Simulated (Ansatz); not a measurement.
# PtS2 (P-3m1) in Ansatz: notebook, part 2 of 2

Ansatz 0.2.0.

**3. Projected density of states, PBEsol+U**

File input.yaml:

```yaml
crystal:
  lattice:
    - [3.5432, 0.0, 0.0]
    - [-1.7716, 3.0685012107, 0.0]
    - [0.0, 0.0, 5.0388]
  atoms:
    - { symbol: Pt, position: [0.0, 0.0, 0.0] }
    - { symbol: S, position: [0.6666666667, 0.3333333333, 0.773] }
    - { symbol: S, position: [0.3333333333, 0.6666666667, 0.227] }
hamiltonian:
  xc: pbesol
  pseudopotentials: { kind: paw }
  hubbard: { sites: [{ species: Pt, l: d, u_eff: 6.0 }] }
kpoints:
  mp_grid: { grid: [9, 9, 5] }
scf:
  occupations: { method: fermi_dirac, width: 0.05 }
  n_extra_bands: 7
output:
  forces: true
  stress: true
  eigenvalues: true
  dos: { projected: true, de: 0.05, nscf_kmesh: { grid: [14, 14, 8] } }
  write_density: true
  write_potential: true
  elf: true
  volumetric_format: npy
```

Potentials or basis: Ansatz PAW.

On the command line:

```sh
ansatz run input.yaml --threads 2 --pin off --max-ram 5632MiB --backend cpu --events-out ev --progress --plain --runs-dir out
```

The log of the run:

```text
Warning: RAYON_NUM_THREADS=2 ignored (pool sized by the plan → 2); use --threads N
Pt: projections on atomic orbitals take those of the free atom [Kr 4d10 4f14] 5s2 5p6 5d9 6s1, of charge +0.00 (hamiltonian.pseudopotentials.projection_atoms); the dataset's partial waves leave at most 9.1e-5 of an orbital's norm unspanned inside its sphere
S: projections on atomic orbitals take those of the free atom [Ne] 3s2 3p4, of charge +0.00 (hamiltonian.pseudopotentials.projection_atoms); the dataset's partial waves leave at most 1.6e-7 of an orbital's norm unspanned inside its sphere
scf.n_extra_bands = 7 over 15 filled bands (N_el = 30.0): the run solves 22 bands
Engine: ansatz 0.2.0, aarch64-unknown-linux-gnu
Pseudopotentials: kind: paw
Pseudopotential: Pt, paw, valence charge 18, recommended cutoff 420 eV (normal), Pt.paw.azcp
Pseudopotential: S, paw, valence charge 6, recommended cutoff 420 eV (normal), S.paw.azcp
Functional definition: PBEsol
  exchange = pbesol_x
  correlation = pbesol_c
Crystal: 3 atoms, lattice volume = 54.783 Å³
Basis set: ecut = 420 eV, 1043 PW (Γ), exchange–correlation on 48×48×72 points (8 copies of the dense FFT grid, shifted against one another)
Bands: 22, of which v1, the nominal top of the filled ones, is band 15 counted from 1 (14 counted from 0)
Symmetry: 12 space group operations
Space group: P-3m1 (ITA 164), of the structure as read, at distance tolerance 3.8e-5 Å
k-points: 50 of 405
Non-local potential: Pt, projectors of the file, l = 0: 3, l = 1: 2, l = 2: 2, l = 3: 1
Non-local potential: S, projectors of the file, l = 0: 2, l = 1: 2, l = 2: 2
PAW form: soft (Blöchl's): semilocal exchange-correlation on the pseudo side does not see the compensation charge
PAW frozen core: Pt, regenerated for the run's functional, and the local potential with it (the file was generated under x = pbe(κ = 0.804, μ = 0.2195149727645171), c = pbe(β = 0.06672455060314922))
PAW frozen core: S, regenerated for the run's functional, and the local potential with it (the file was generated under x = pbe(κ = 0.804, μ = 0.2195149727645171), c = pbe(β = 0.06672455060314922))
PAW one-centre angular grid: Pt, 590 points (default); XC on 64 Gauss nodes
PAW one-centre angular grid: S, 110 points (default); XC on 64 Gauss nodes
Initial density: superposition of atomic densities (chi_scale 0.1, normalization cell, long waves of neutral atoms under a Hubbard term (reshape's long-wave potential 0.01 eV rms, cloud 2.41 Å wide))
Initial wavefunctions: pseudopotential atomic-orbital guess
Functional: x = pbesol(κ = 0.804, μ = 0.12345679012345678), c = pbesol(β = 0.046)
iter 1 solved again at ethr=2.00e-3 eV; its pass at ethr=3.10e-3 eV (dr2=5.99e-1 eV) is discarded
SCF iter   1: F=—  HF=-14151.569359 eV  |F-HF|=—  |Δ(HF+E_count)|=         —  Δρ=5.20e-2  dr2=6.02e-1  ethr=2.00e-3  ⟨swp⟩=1.5  Hψ=7012  notcnv=0
preconditioner: auto → Resta (q_TF=auto, 2.468 Å⁻¹)  ε∞=4.5  [insulator: Δε(μ)=0.821 eV  Ē_g=12.584 eV  σ=0.050 eV  W_gap=1.00  n_scr=20 (ndim 8)  ℏωp=23.5 eV  f_vac=0.008  D(μ)=0.00/eV (n_scr^D=0)  ε∞_Penn≈4.5]
SCF iter   2: F=—  HF=-14151.784545 eV  |F-HF|=—  |Δ(HF+E_count)|=   2.15e-1  Δρ=2.85e-2  dr2=1.55e-1  ethr=2.00e-3  ⟨swp⟩=2.2  Hψ=1571  notcnv=0
SCF iter   3: F=—  HF=-14151.893394 eV  |F-HF|=—  |Δ(HF+E_count)|=   1.09e-1  Δρ=6.96e-3  dr2=2.88e-2  ethr=5.15e-4  ⟨swp⟩=2.0  Hψ=1744  notcnv=0  defer=70
SCF iter   4: F=—  HF=-14151.890878 eV  |F-HF|=—  |Δ(HF+E_count)|=   2.52e-3  Δρ=1.34e-3  dr2=7.50e-4  ethr=9.60e-5  ⟨swp⟩=2.0  Hψ=1721  notcnv=0  defer=80
SCF iter   5: F=—  HF=-14151.891256 eV  |F-HF|=—  |Δ(HF+E_count)|=   3.78e-4  Δρ=2.54e-4  dr2=4.17e-5  ethr=2.50e-6  ⟨swp⟩=2.5  Hψ=1797  notcnv=0  defer=80
SCF iter   6: F=—  HF=-14151.891298 eV  |F-HF|=—  |Δ(HF+E_count)|=   4.24e-5  Δρ=7.04e-5  dr2=3.02e-6  ethr=1.39e-7  ⟨swp⟩=2.0  Hψ=1526  notcnv=0  defer=80
SCF iter   7: F=-14151.891300 eV  HF=-14151.891300 eV  |F-HF|=2.99e-8  |Δ(HF+E_count)|=   1.84e-6  Δρ=7.09e-6  dr2=2.59e-8  ethr=3.33e-10  ⟨swp⟩=11.6  Hψ=8024  notcnv=0
SCF 1 converged in 7 iterations: F = -14151.891300 eV  dr2 = 2.59e-8
NSCF: frozen V_eff on 168 k-points
SCF converged after 7 iterations
Free energy (F): -14151.891300 eV
Harris-Foulkes:  -14151.891300 eV  (|F-HF|=2.99e-8)
Internal energy: -14151.891278 eV  (E = F + TS)
E sigma→0 (E₀):  -14151.891289 eV
Entropy (-TS):   -0.000022 eV (-0.007 meV/atom)
Fermi energy:    11.111993 eV
--- Per-component energies (eV) ---
  E_band       = -334.738631
  E_kinetic    = 856.313759
  E_local      = -3154.541867  (includes V_loc(G=0)·N_el)
  E_nonlocal   = 259.925103
  E_hartree    = 1252.468139
  E_xc         = -454.085389
  E_vxc        = -479.159166  (∫ρ·V_xc dr)
  E_hubbard    = 2.793627  (on-site DFT+U / exact-exchange correction)
  E_vhub       = -20.604841  (the Hubbard potential's part of the band-sum identity)
  E_paw        = -10484.971336  (= ΣΔE_a)
  E_vpaw       = -301.610815  (= ΣTr[D̂ρ^β])
  E_aug_tail   = 0.000180  (compensation charges beyond the density's cutoff)
  E_ewald      = -2430.204375
  E_core_change = 0.410880  (= ΣΔE_core)
  E_smearing   = -0.000022  (= −TS)
  E_closure    = 0.000000  (closes the sum)
  Σ components = -14151.891300   (vs F -14151.891300, Δ=0.00e0)
--- Forces (eV/Å), atoms counted from 1 ---
  atom   1  Pt    -0.00000000     0.00000000     0.00000000
  atom   2  S      0.00000000    -0.00000000    -1.10497482
  atom   3  S     -0.00000000     0.00000000     1.10497482
  max |Σ_I F_I| component: 2.22e-16 eV/Å
--- Stress (GPa, compression-positive) ---
        7.516829       0.000000       0.000000
        0.000000       7.516829       0.000000
        0.000000       0.000000       6.680897
  P = ⅓ Tr σ = 7.2382 GPa (72.382 kbar)
--- Band table (eV; the first three rows and the last of 50) ---
  k-point 0: bands = ["-87.9143", "-42.2080", "-42.2080", "-42.0215", "-4.7978", "-1.5112", "2.6480", "2.8879", "2.8879", "4.8346", "4.8346", "7.9997", "9.6738", "9.6738", "10.6513", "13.0450", "13.0450", "15.4968", "16.4611", "18.6641", "18.6641", "22.6812"]
  k-point 1: bands = ["-87.9144", "-42.2080", "-42.2080", "-42.0216", "-4.7168", "-1.7641", "2.8948", "2.8948", "2.9629", "4.8236", "4.8236", "8.0508", "9.6039", "9.6039", "10.2197", "13.2116", "13.2116", "15.6209", "17.0817", "18.5808", "18.5808", "21.7386"]
  k-point 2: bands = ["-87.9144", "-42.2080", "-42.2080", "-42.0216", "-4.5649", "-2.1536", "2.9062", "2.9062", "3.4588", "4.8059", "4.8059", "8.1962", "9.4847", "9.4979", "9.4979", "13.4932", "13.4932", "16.0902", "17.9376", "18.4002", "18.4002", "20.3841"]
  k-point 49: bands = ["-87.9138", "-42.2260", "-42.2260", "-42.0179", "-2.6287", "-2.6287", "3.0793", "3.0793", "4.3261", "4.9220", "5.7358", "5.7358", "7.3143", "8.0804", "8.0804", "12.7424", "12.7424", "17.9022", "18.6168", "18.9476", "18.9476", "21.2875"]
Occupation matrices written to <dir>
```

dos.tsv:

```text
# E-E_F[eV]	g_bin_mean(E)[states/eV]	N(E)
# format = ansatz-dos/2
# fermi_ev = 11.042775
# fermi_mp_grid = 14 14 8
# fermi_mp_shift = 0 0 0
# nscf_kmesh_grid = 14 14 8
# nscf_kmesh_shift = 0 0 0
# g_bin_mean(E): the states in a bin one row spacing wide, centred on E, divided by that spacing. States that the method places at a single energy (under output.dos.method: tetrahedron, those of a tetrahedron whose four corners have one energy) are counted whole in the row whose bin holds that energy (on the edge of two bins, in the lower row). The sum of g_bin_mean over a run of rows, times the row spacing, is the number of states from half a spacing under the first of them to half a spacing over the last (a plain sum, not the trapezoid rule).
-99.457217	0.000000e0	0.000000e0
-99.407217	0.000000e0	0.000000e0
-99.357217	0.000000e0	0.000000e0
-99.307217	0.000000e0	0.000000e0
-99.257217	0.000000e0	0.000000e0
-99.207217	0.000000e0	0.000000e0
[... 2225 lines left out ...]
12.092783	0.000000e0	4.400000e1
12.142783	0.000000e0	4.400000e1
```

Wall time 5.8 s (2 threads of Arm Neoverse V2, shared host); peak memory 0.43 GiB.

What came out:

* Free energy: -14151.8913 eV
* Pressure: 7.2 GPa
* Largest force: 1.105 eV/Å
* Band gap on the k mesh: 0.82 eV, indirect (least direct gap 0.94 eV)

Forces in eV/Å, atoms in the order of the input:
```
Pt   0.000  0.000  0.000
S    0.000  0.000 -1.105
S    0.000  0.000  1.105
```

States per cell in windows of 0.5 eV (zero at the valence-band top; states under -8 eV left out):
```tsv
from (eV)	total	S 3p	Pt 5d	Pt 6s	S 3s
-8.0	1.32	0.37	0.90	0.01	0.02
-7.5	1.42	0.41	0.95	0.02	0.03
-7.0	1.40	0.37	0.99	0.01	0.02
-6.5	1.96	0.43	1.40	0.08	0.03
-6.0	1.79	0.42	1.23	0.04	0.08
-5.5	1.15	0.29	0.73	0.06	0.05
-5.0	0.63	0.28	0.25	0.03	0.06
-4.5	0.67	0.36	0.20	0.06	0.04
-4.0	0.64	0.37	0.16	0.04	0.06
-3.5	0.81	0.55	0.17	0.02	0.05
-3.0	1.28	0.97	0.23	0.01	0.04
-2.5	1.00	0.77	0.17	0.00	0.02
-2.0	1.27	1.04	0.16	0.00	0.03
-1.5	0.95	0.84	0.07	0.00	0.01
-1.0	0.43	0.37	0.04	0.00	0.01
-0.5	0.31	0.28	0.02	0.00	0.00
0.0	0.00	0.00	0.00	0.00	0.00
0.5	0.24	0.13	0.08	0.00	0.02
1.0	0.96	0.57	0.28	0.00	0.06
1.5	1.53	1.00	0.40	0.00	0.05
2.0	1.19	0.81	0.31	0.00	0.03
2.5	0.08	0.06	0.02	0.00	0.00
3.0	0.00	0.00	0.00	0.00	0.00
3.5	0.00	0.00	0.00	0.00	0.00
4.0	0.00	0.00	0.00	0.00	0.00
4.5	0.00	0.00	0.00	0.00	0.00
5.0	0.41	0.07	0.01	0.09	0.01
5.5	0.87	0.14	0.01	0.18	0.02
6.0	0.83	0.12	0.01	0.17	0.02
6.5	0.61	0.07	0.01	0.14	0.03
7.0	0.85	0.06	0.01	0.13	0.03
7.5	0.76	0.03	0.00	0.07	0.01
```

Eigenvalues of the final occupation matrices:
```tsv
site	spin	trace	eigenvalues
site 1	1	4.37	0.71 0.71 0.98 0.98 0.98
```

Caveat: odd divisions of the mesh miss points on the zone boundary, where band edges often lie, so the gap on the mesh can be too wide; spin-orbit coupling is left out, which moves the levels of the heavy elements; the PAW data sets come from PBE, with cores solved anew for the run's functional, which leaves a small shift of forces and pressure; forces of over 1 eV/Å show positions far from the minimum, so gaps and moduli don't describe the material at rest. A k mesh can miss the band edges.

**4. Projected density of states, PBEsol+U**

input.yaml: that of step 3 with these lines changed.

```diff
@@ -12,3 +12,3 @@
   pseudopotentials: { kind: paw }
-  hubbard: { sites: [{ species: Pt, l: d, u_eff: 6.0 }] }
+  hubbard: { sites: [{ species: Pt, l: d, u_eff: 8.0 }] }
 kpoints:
@@ -23,5 +23 @@
   dos: { projected: true, de: 0.05, nscf_kmesh: { grid: [14, 14, 8] } }
-  write_density: true
-  write_potential: true
-  elf: true
-  volumetric_format: npy
```

On the command line:

```sh
ansatz run input.yaml --threads 2 --pin off --max-ram 5632MiB --backend cpu --events-out ev --progress --plain --runs-dir out
```

It took 5.7 s on 2 threads of Arm Neoverse V2, shared host; peak memory 0.41 GiB.

The run converged. Its results:

- Free energy: -14150.9740 eV
- Pressure: 7.6 GPa
- Largest force: 1.153 eV/Å
- Band gap on the k mesh: 0.75 eV, indirect (least direct gap 0.89 eV)

Forces on the atoms (eV/Å):
```
Pt   0.000  0.000  0.000
S    0.000  0.000 -1.153
S    0.000  0.000  1.153
```

Stress tensor (GPa, compression positive):
```
7.96 0.00 0.00
0.00 7.96 0.00
0.00 0.00 6.89
```

Levels at points of the mesh, in eV from the valence-band top:
| k point | band 11 | band 12 | band 13 | band 14 | band 15 | band 16 | band 17 | band 18 | band 19 | band 20 |
| --- | --- | --- | --- | --- | --- | --- | --- | --- | --- | --- |
| (0.00, 0.00, 0.00) | -6.44 | -2.95 | -1.04 | -1.04 | -0.07 | 2.25 | 2.25 | 4.80 | 5.77 | 7.99 |

States per cell in windows of 1 eV (zero at the valence-band top; states under -8 eV left out):
```csv
from (eV),total,S 3p,Pt 5d,Pt 6s,S 3s
-8.0,2.99,0.65,2.25,0.02,0.04
-7.0,3.29,0.61,2.51,0.08,0.07
-6.0,1.59,0.58,0.75,0.13,0.11
-5.0,1.35,0.75,0.35,0.10,0.12
-4.0,1.51,1.04,0.28,0.04,0.11
-3.0,2.28,1.84,0.32,0.01,0.06
-2.0,2.05,1.79,0.16,0.01,0.04
-1.0,0.69,0.62,0.04,0.00,0.01
0.0,0.39,0.23,0.12,0.00,0.03
1.0,2.60,1.70,0.67,0.01,0.10
2.0,1.01,0.70,0.25,0.00,0.02
3.0,0.00,0.00,0.00,0.00,0.00
4.0,0.00,0.00,0.00,0.00,0.00
5.0,1.24,0.20,0.02,0.26,0.03
6.0,1.45,0.18,0.01,0.31,0.05
7.0,1.62,0.10,0.01,0.21,0.04
```

Eigenvalues of the final occupation matrices:
| site | spin | trace | eigenvalues |
| --- | --- | --- | --- |
| site 1 | 1 | 4.39 | 0.72 0.72 0.98 0.98 0.98 |

Caveat: odd divisions of the mesh miss points on the zone boundary, where band edges often lie, so the gap on the mesh can be too wide; spin-orbit coupling is left out, which moves the levels of the heavy elements; the PAW data sets come from PBE, with cores solved anew for the run's functional, which leaves a small shift of forces and pressure; forces of over 1 eV/Å show positions far from the minimum, so gaps and moduli don't describe the material at rest.

**5. Overview**

| U | gap on the mesh (eV) | pressure (GPa) | largest force (eV/Å) |
| --- | --- | --- | --- |
| Pt d U = 5 eV | 0.85 | 7.1 | 1.08 |
| Pt d U = 6 eV | 0.82 | 7.2 | 1.10 |
| Pt d U = 8 eV | 0.75 | 7.6 | 1.15 |

Alike in all rows: task projected density of states; level PBEsol+U; potentials or basis Ansatz PAW; no spin polarisation; cell as given; k mesh 9 × 9 × 5; cutoff (eV) 420; smearing fermi-dirac 0.05 eV.

On the cell as given the gap runs from 0.75 eV (PBEsol+U) to 0.85 eV (PBEsol+U).

Caveats: odd divisions of the mesh miss points on the zone boundary, where band edges often lie, so the gap on the mesh can be too wide; spin-orbit coupling is left out, which moves the levels of the heavy elements; the PAW data sets come from PBE, with cores solved anew for the run's functional, which leaves a small shift of forces and pressure; forces of over 1 eV/Å show positions far from the minimum, so gaps and moduli don't describe the material at rest.

Absolute energies hang on the potentials; compare differences alone.
